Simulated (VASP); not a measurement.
# Mn (Im-3m) in VASP: settings compared, part 2 of 2

VASP 6.6.1. Earlier steps stand in the parts before.

## (3) Band structure, optB86b-vdW+U, collinear spin, antiferromagnetic start

This run uses another cell than the first one: it holds 2 atoms, not 1.

File INCAR:

```
AGGAC    = 0.0          
ALGO     = Normal         # electronic algorithm
EDIFF    = 1E-6           # SCF threshold, eV
ENCUT    = 520            # plane-wave cutoff, eV
GGA      = MK             # functional
ISIF     = 2              # what is computed and relaxed
ISMEAR   = 0              # smearing method
ISPIN    = 2              # spin polarisation
LASPH    = True           # aspherical terms in the spheres
LCHARG   = False          # write CHGCAR
LDAU     = True           # DFT+U
LDAUJ    = 0            
LDAUL    = 2              # shell
LDAUPRINT= 1            
LDAUTYPE = 2            
LDAUU    = 6.2            # U, eV
LMAXMIX  = 4              # l up to which the mixer works
LORBIT   = 11             # projections on sites
LREAL    = False          # projectors in reciprocal space
LUSE_VDW = True         
LWAVE    = False          # write WAVECAR
MAGMOM   = 4 -4           # initial moments
NBANDS   = 24             # bands
NELM     = 100            # most SCF steps
NUPDOWN  = 0              # fixed moment
PARAM1   = 0.1234       
PARAM2   = 1.0          
PREC     = Accurate       # precision mode
SIGMA    = 0.05           # smearing width, eV
```

File KPOINTS:

```
k-points
0
Gamma
  12 6 12
```

File POSCAR:

```
Mn
1.0
    0.0000000000      0.0000000000      3.0810000000
    3.0810000000     -3.0810000000      0.0000000000
    1.5405000000      1.5405000000     -1.5405000000
Mn
2
Cartesian
    0.0000000000      0.0000000000      0.0000000000
    1.5405000000     -1.5405000000      1.5405000000
```

File KPOINTS_OPT:

```
path GXSRAZGYX1A1TY,ZT
20
line-mode
reciprocal
 0.0000000000  0.0000000000  0.0000000000  G
-0.7500000000  0.0000000000  0.3750000000  X

-0.7500000000  0.0000000000  0.3750000000  X
-0.5000000000  0.0000000000  0.0000000000  S

-0.5000000000  0.0000000000  0.0000000000  S
-0.5000000000 -0.5000000000  0.0000000000  R

-0.5000000000 -0.5000000000  0.0000000000  R
-0.7500000000 -0.5000000000  0.3750000000  A

-0.7500000000 -0.5000000000  0.3750000000  A
 0.0000000000 -0.5000000000  0.0000000000  Z

 0.0000000000 -0.5000000000  0.0000000000  Z
 0.0000000000  0.0000000000  0.0000000000  G

 0.0000000000  0.0000000000  0.0000000000  G
 0.0000000000  0.0000000000 -0.5000000000  Y

 0.0000000000  0.0000000000 -0.5000000000  Y
-0.2500000000  0.0000000000 -0.3750000000  X1

-0.2500000000  0.0000000000 -0.3750000000  X1
-0.2500000000 -0.5000000000 -0.3750000000  A1

-0.2500000000 -0.5000000000 -0.3750000000  A1
 0.0000000000 -0.5000000000 -0.5000000000  T

 0.0000000000 -0.5000000000 -0.5000000000  T
 0.0000000000  0.0000000000 -0.5000000000  Y

 0.0000000000 -0.5000000000  0.0000000000  Z
 0.0000000000 -0.5000000000 -0.5000000000  T
```

Potentials or basis: VASP PAW PBE potentials, release 64 (Mn_pv).

Run with:

```
$ cat potpaw_PBE.64/Mn_pv/POTCAR > POTCAR
$ mpirun -np 1 vasp_std > vasp.out
```

It took 3.3 min on 1 thread of Intel Xeon Platinum 8488C (Sapphire Rapids), shared host; peak memory 0.52 GiB.

It converged, with:

| Quantity | Value |
| --- | --- |
| Free energy | -4.5261 eV |
| Pressure | 27.5 GPa |
| Net moment | 0.00 μB per cell |
| Site moments | Mn +4.37, -4.37 μB |
| Valence electrons inside the program's atomic spheres | Mn 11.58 |

Stress tensor (GPa, compression positive):
```
25.29  3.23  0.00
 3.23 25.29  0.00
 0.00  0.00 31.91
```

Eigenvalues of the final occupation matrices:
```csv
site,spin,trace,eigenvalues
site 1 d,1,4.59,0.91 0.91 0.91 0.92 0.93
site 1 d,2,0.31,0.02 0.03 0.07 0.09 0.10
site 2 d,1,0.31,0.02 0.03 0.07 0.09 0.10
site 2 d,2,4.59,0.91 0.91 0.91 0.92 0.93
```

Caveat: the PAW data sets were made with another functional, which shifts forces and pressure a little; the total moment is fixed, so each spin has its own Fermi level; the U is typed as a test and isn't derived for this compound. The state reached can hang on the start; a lower one may exist.

## (4) Density of states, revPBE+D2+U, collinear spin, ferromagnetic start (volume scaled by 1.04)

File run.py:

```python
from ase.calculators.vasp import Vasp
from ase.dft.dos import DOS
from ase.io import read

atoms = read('POSCAR')
atoms.set_initial_magnetic_moments([4.0])
calc = Vasp(
    directory='calc',
    xc='revpbe',
    pp='PBE',
    setups='recommended',
    prec='Accurate',
    encut=520,
    ediff=1e-06,
    ismear=1,
    sigma=0.1,
    lreal=False,
    lasph=True,
    nelm=100,
    algo='Fast',
    isif=2,
    lwave=False,
    lcharg=False,
    ispin=2,
    lorbit=11,
    nupdown=3,
    lmaxmix=4,
    ldautype=2,
    ldauprint=1,
    ivdw=1,
    ldau_luj={'Mn': {'L': 2, 'U': 4, 'J': 0}},
    kpts=[12, 12, 12],
    gamma=True,
)
atoms.calc = calc

print('energy (eV):', atoms.get_potential_energy())
print('free energy (eV):', atoms.get_potential_energy(force_consistent=True))
print('forces (eV/A):')
print(atoms.get_forces())
print('stress (eV/A^3, Voigt):', atoms.get_stress())
print('Fermi level (eV):', calc.get_fermi_level())
print('moment (muB):', atoms.get_magnetic_moment())
print('site moments (muB):', atoms.get_magnetic_moments())
dos = DOS(calc, width=0.1, window=(-10, 10), npts=201)
print('E - E_F (eV), DOS (1/eV)')
for e, g in zip(dos.get_energies(), dos.get_dos()):
    print(f'{e:8.3f} {g:10.4f}')
```

File POSCAR:

```
Mn
1.0
   -1.5607720616      1.5607720616      1.5607720616
    1.5607720616     -1.5607720616      1.5607720616
    1.5607720616      1.5607720616     -1.5607720616
Mn
1
Direct
    0.0000000000      0.0000000000      0.0000000000
```

Run with:

```
$ python run.py
```

Wall time 20 s (1 thread of Intel Xeon Platinum 8559C (Emerald Rapids), shared host); peak memory 0.13 GiB.

The run converged. Its results:

| Property | Result |
| --- | --- |
| Free energy | -5.6782 eV |
| Pressure | -2.7 GPa |
| Net moment | 3.00 μB per cell |
| Site moments | Mn +3.24 μB |
| Valence electrons inside the program's atomic spheres | Mn 11.50 |
| Dispersion energy per atom | -0.625 eV |

Eigenvalues of the final occupation matrices:
```csv
site,spin,trace,eigenvalues
site 1 d,1,4.18,0.80 0.80 0.80 0.89 0.89
site 1 d,2,0.80,0.15 0.15 0.15 0.17 0.17
```

Caveat: the PAW data sets were made with another functional, which shifts forces and pressure a little; the total moment is fixed, so each spin has its own Fermi level; the U is typed as a test and isn't derived for this compound.

## (5) Relaxation of the atoms, PBEsol+U, collinear spin, ferromagnetic start (cell strained at random at fixed volume)

File INCAR:

```
PREC = Accurate
ENCUT = 520
EDIFF = 1E-7
ISMEAR = 0
SIGMA = 0.01
LREAL = False
LASPH = True
NELM = 150
ALGO = Normal
ISIF = 2
LWAVE = False
LCHARG = False
ISPIN = 2
MAGMOM = 4
LORBIT = 11
LMAXMIX = 4
LDAU = True
LDAUTYPE = 1
LDAUL = 2
LDAUU = 6.2
LDAUJ = 0.5
LDAUPRINT = 1
GGA = PS
IBRION = 2
NSW = 40
EDIFFG = -0.01
```

File KPOINTS:

```
Automatic mesh
0
Gamma
  12 12 12
```

File POSCAR:

```
Mn
1.0
   -1.5634790000      1.6064500000      1.5769860000
    1.5254210000     -1.5542080000      1.4866870000
    1.5294680000      1.5201970000     -1.5247440000
Mn
1
Direct
    0.0022050000      0.0100530000      0.0000380000
```

Potentials or basis: VASP PAW PBE potentials, release 54 (Mn_pv).

Run with:

```
$ cat potpaw_PBE.54/Mn_pv/POTCAR > POTCAR
$ mpirun -np 1 vasp_std > vasp.out
```

Wall time 2.5 min (1 thread of Intel Xeon Platinum 8559C (Emerald Rapids), shared host); peak memory 0.33 GiB.

It converged, with:

```yaml
Free_energy: -6.1030 eV
Pressure_after_relaxing: 25.1 GPa
Band_gap_on_the_k_mesh: none (metal or under the smearing width)
Net_moment: 4.27 μB per cell
Site_moments: Mn +4.21 μB
Valence_electrons_inside_the_program's_atomic_spheres: Mn 11.58
```

Stress tensor (GPa, compression positive):
```
25.33  2.70  2.45
 2.70 24.85 -4.10
 2.45 -4.10 25.22
```

Final structure:
```
Mn
1.0
    -1.56348    1.60645    1.57699
     1.52542   -1.55421    1.48669
     1.52947    1.52020   -1.52474
Mn
1
Direct
  0.00221 0.01005 0.00004
```

Levels at points of the mesh, in eV from the Fermi level:
Spin up:
| k point | band 7 | band 8 | band 9 | band 10 | band 11 | band 12 |
| --- | --- | --- | --- | --- | --- | --- |
| (0.00, 0.00, 0.00) | -5.39 | -4.36 | -4.29 | 18.92 | 19.36 | 20.12 |
| (0.50, 0.00, 0.00) | -4.16 | -3.54 | -1.51 | 3.02 | 14.35 | 15.46 |
| (0.00, 0.50, 0.00) | -4.23 | -3.42 | -0.98 | 3.83 | 13.00 | 14.86 |
| (0.50, 0.50, 0.00) | -4.17 | -3.52 | -1.42 | 3.17 | 14.21 | 15.29 |
| (0.00, 0.00, 0.50) | -4.26 | -3.44 | -1.13 | 3.59 | 13.41 | 15.41 |
| (0.50, 0.00, 0.50) | -4.13 | -3.50 | -1.31 | 3.34 | 13.84 | 14.82 |
| (0.00, 0.50, 0.50) | -4.30 | -3.42 | -1.07 | 3.68 | 13.54 | 15.22 |
| (0.50, 0.50, 0.50) | -3.62 | -3.59 | 5.99 | 6.65 | 6.78 | 10.63 |
Spin down:
```tsv
k point	band 1	band 2	band 3	band 4	band 5	band 6	band 7	band 8
(0.00, 0.00, 0.00)	-45.61	-45.61	-45.60	-8.05	2.83	2.89	3.22	3.97
(0.50, 0.00, 0.00)	-45.91	-45.69	-45.61	-2.06	-0.79	1.62	4.11	4.47
(0.00, 0.50, 0.00)	-45.94	-45.73	-45.61	-1.87	-0.18	1.44	4.19	4.35
(0.50, 0.50, 0.00)	-45.92	-45.69	-45.61	-2.02	-0.68	1.60	4.11	4.44
(0.00, 0.00, 0.50)	-45.94	-45.72	-45.60	-1.92	-0.36	1.62	4.02	4.32
(0.50, 0.00, 0.50)	-45.92	-45.70	-45.61	-1.97	-0.56	1.43	4.28	4.48
(0.00, 0.50, 0.50)	-45.95	-45.73	-45.60	-1.90	-0.29	1.66	3.96	4.28
(0.50, 0.50, 0.50)	-45.87	-45.85	-45.79	-0.97	-0.89	5.37	5.67	5.72
```

Eigenvalues of the final occupation matrices:
| site | spin | trace | eigenvalues |
| --- | --- | --- | --- |
| site 1 d | 1 | 4.59 | 0.91 0.91 0.92 0.92 0.93 |
| site 1 d | 2 | 0.35 | 0.04 0.04 0.05 0.11 0.11 |

Caveat: the relaxation stopped at its first step, so nothing moved; the PAW data sets were made with another functional, which shifts forces and pressure a little; the U is typed as a test and isn't derived for this compound.

## (6) For comparison

An earlier run on the cell as given: functional PBE; potentials or basis VASP PAW PBE potentials, release 64 (Mn_pv); cutoff 520 eV; k mesh 12 × 12 × 12; occupations fermi-dirac, width 0.05 eV; collinear spin, ferromagnetic start; starting moments [4.0] μB.

- Pressure: -10.2 GPa
- Band gap on the k mesh: none (metal or under the smearing width)
- Net moment: 3.05 μB per cell
- Site moments: Mn +2.97 μB
- Valence electrons inside the program's atomic spheres: Mn 11.56

## (7) Summary

```csv
task,level,potentials or basis,spin,U,fixed moment (μB),cell,k mesh,cutoff (eV),smearing,supercell matrix,LDAUTYPE,hund's J,other keys,gap on the mesh (eV),pressure (GPa),moment (μB)
band structure,PBE+TS+U,"VASP PAW PBE potentials, release 64 (Mn_sv_GW)","collinear, ferromagnetic start",Mn d U = 3.5 eV,-,cell strained at random at fixed volume,12 × 12 × 12,600,fermi-dirac 0.02 eV,-,-,-,"several, not listed",-,4.2,4.01
band structure,optB86b-vdW+U,"VASP PAW PBE potentials, release 64 (Mn_pv)","collinear, antiferromagnetic start",Mn d U = 6.2 eV,0,as given,12 × 6 × 12,520,gaussian 0.05 eV,"[1, 1, 0, -1, 1, 0, 0, 0, 1]",-,-,-,-,27.5,0.00
density of states,revPBE+D2+U,"VASP PAW PBE potentials, release 64 (Mn_pv)","collinear, ferromagnetic start",Mn d U = 4 eV,3,volume scaled by 1.04,12 × 12 × 12,520,methfessel-paxton 0.1 eV,-,-,-,-,-,-2.7,3.00
relaxation of the atoms,PBEsol+U,"VASP PAW PBE potentials, release 54 (Mn_pv)","collinear, ferromagnetic start","Mn d U = 6.2 eV, J = 0.5 eV",-,atoms relaxed from: cell strained at random at fixed volume,12 × 12 × 12,520,gaussian 0.01 eV,-,1,0.5,-,none,25.1,4.27
single point,PBE,"VASP PAW PBE potentials, release 64 (Mn_pv)","collinear, ferromagnetic start",-,-,as given,12 × 12 × 12,520,fermi-dirac 0.05 eV,-,-,-,-,none,-10.2,3.05
```

Caveats: the U is typed as a test and isn't derived for this compound (some runs); the PAW data sets were made with another functional, which shifts forces and pressure a little (some runs); the total moment is fixed, so each spin has its own Fermi level (some runs); atom-pairwise D2, TS and ULG terms overbind metals (some runs); pairwise dispersion overbinds metals, which lowers pressure and volume (some runs); the relaxation stopped at its first step, so nothing moved (some runs).

Total energies depend on the potentials used, so only differences within one code and one set of settings carry meaning.
